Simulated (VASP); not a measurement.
W, 1 atom in the cell. The structure is trigonal, space group R-3m (No. 166). Conventional cell: a = 2.986 Å, b = 2.986 Å, c = 6.347 Å, α = 90.00°, β = 90.00°, γ = 120.00°. W (site symmetry -3m) is surrounded by 12 W at 2.73 to 2.99 Å. The cell was built by a generator and needn't be a form met in nature.

| Quantity | Value |
| --- | --- |
| Program | VASP 6.6.1 |
| Task | single point |
| Functional | r2SCAN |
| Potentials or basis | VASP PAW PBE potentials, release 64 (W_sv) |
| Cutoff | 520 eV |
| k mesh | 24 × 24 × 24 |
| Occupations | gaussian, width 0.1 eV |
| Spin | no spin polarisation |
| Dipole correction | no |
| Further INCAR settings | ALGO = Normal; EDIFF = 1e-07; NBANDS = 13 |

Potentials or basis: VASP PAW PBE potentials, release 64 (W_sv).

The run is started by

```sh
$ cat potpaw_PBE.64/W_sv/POTCAR > POTCAR
$ cp INCAR.step1 INCAR
$ mpirun -np 1 vasp_std > vasp.out
$ cp INCAR.step2 INCAR
$ mpirun -np 1 vasp_std > vasp.out
```

Hardware: 1 thread of Intel(R) Xeon(R) 6975P-C (Granite Rapids), with other jobs on the host.

Question: How long does it take, and how much memory?

Answer: Run time: 4.5 min on 1 thread of Intel(R) Xeon(R) 6975P-C (Granite Rapids), on a shared host, peak memory 0.35 GiB. Counts: scf iterations 8, k points 1313.
